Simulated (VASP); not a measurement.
Write the native input for VASP 6.6.1 that does the following.

```
Task                   : relaxation of cell and atoms
Functional             : PBE
Potentials or basis    : VASP PAW PBE potentials, release 64 (Pt)
Cutoff                 : 520 eV
k mesh                 : 6 × 6 × 6
Occupations            : gaussian, width 0.1 eV
Spin                   : no spin polarisation
Further INCAR settings : ALGO = Fast; EDIFF = 1e-07; IBRION = 2; EDIFFG = -0.002; NSW = 80; ISIF = 3
```

The structure of Pt lies in POSCAR:

```
Pt                                      
1.0
   -0.0000000000      1.9769143811      1.9769143811
    1.9769143811     -0.0000000000      1.9769143811
    1.9769143811      1.9769143811      0.0000000000
  Pt            
     1
Direct
     0.0000000000000000    0.0000000000000000    0.0000000000000000
```

The input as run:

INCAR

```
SYSTEM = Pt
ALGO = Fast ; EDIFF = 1E-7
EDIFFG = -0.002 ; ENCUT = 520
GGA = PE ; IBRION = 2
ISIF = 3 ; ISMEAR = 0
LASPH = .TRUE. ; LCHARG = .FALSE.
LREAL = .FALSE. ; LWAVE = .FALSE.
NELM = 60 ; NSW = 80
PREC = Accurate ; SIGMA = 0.1
```

KPOINTS

```
k-points
0
G
  6 6 6
  0 0 0
```

Potentials or basis: VASP PAW PBE potentials, release 64 (Pt).

Launch:

```console
$ cat potpaw_PBE.64/Pt/POTCAR > POTCAR
$ mpirun -np 1 vasp_std > vasp.out
```

It gave:

```json
{
 "Energy gained by relaxing": "0.0 meV/atom",
 "Ionic steps": "5",
 "Pressure after relaxing": "0.0 GPa",
 "Band gap on the k mesh": "none (metal or under the smearing width)"
}
```

Caveat: the k mesh is coarse (spacing up to 0.46 Å⁻¹), so the values aren't converged.

Wall time 5.3 s on 1 thread of Intel(R) Xeon(R) 6975P-C (Granite Rapids), on a shared host, peak memory 0.13 GiB.
